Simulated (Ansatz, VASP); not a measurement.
# Mg2Ge in VASP and in Ansatz

INCAR

```
SYSTEM = Mg2Ge
ALGO = Normal
EDIFF = 1E-7
EDIFFG = -0.001
ENCUT = 600
GGA = PS
IBRION = 2
ISIF = 3
ISMEAR = 0
LASPH = .True.
LCHARG = .False.
LREAL = .False.
LWAVE = .False.
NELM = 60
NSW = 80
PREC = Accurate
SIGMA = 0.01
```

The input KPOINTS:

```
k-points
0
Gamma
  10 10 10
  0 0 0
```

POSCAR

```
Mg2Ge
1.0
    0.0000000000      3.1821803065      3.1821803065
    3.1821803065      0.0000000000      3.1821803065
    3.1821803065      3.1821803065      0.0000000000
Mg Ge
2 1
Direct
    0.2500000000      0.2500000000      0.2500000000
    0.7500000000      0.7500000000      0.7500000000
    0.0000000000      0.0000000000      0.0000000000
```

Input for Ansatz:

```yaml
crystal:
  lattice:
    - [0.0, 3.1821803065, 3.1821803065]
    - [3.1821803065, 0.0, 3.1821803065]
    - [3.1821803065, 3.1821803065, 0.0]
  atoms:
    - { symbol: Mg, position: [0.25, 0.25, 0.25] }
    - { symbol: Mg, position: [0.75, 0.75, 0.75] }
    - { symbol: Ge, position: [0.0, 0.0, 0.0] }
basis:
  ecutwfc: 420
kpoints:
  mp_grid: { grid: [10, 10, 10] }
hamiltonian:
  xc: pbesol
scf:
  occupations: { method: gaussian, width: 0.01 }
output:
  forces: true
  stress: true
  eigenvalues: true
relax:
  adjacent_minimum: "off"
  f_tol: 0.001
  max_steps: 60
  cell: { stress_tol: 0.01 }
```

Alike in both runs: task relaxation of cell and atoms; functional PBEsol; k mesh 10 × 10 × 10; occupations gaussian, width 0.01 eV; no spin polarisation.

|  | VASP | Ansatz |
| --- | --- | --- |
| version | VASP 6.6.1 | Ansatz 0.2.0 |
| potentials or method | VASP PAW PBE potentials, release 64 (Mg, Ge_d) | scalar-relativistic, plane waves, PAW |
| plane-wave cutoff (eV) | 600 | 420 |
| valence electrons in the cell | 18 | 34 |

```tsv
	VASP	Ansatz	Ansatz less VASP
gap on the k mesh at the Fermi level, each at its own relaxed structure (eV)	0.08	0.08	+0.002
relaxed volume (Å³/atom)	21.45	21.48	+0.033
relaxed cell length with the largest relative difference (Å)	4.498	4.500	+0.0023
```

The two sets of potentials don't hold the same shells in valence.

Caveats: the PAW data sets were made with another functional, which shifts forces and pressure a little (VASP). A k mesh can miss the band edges.
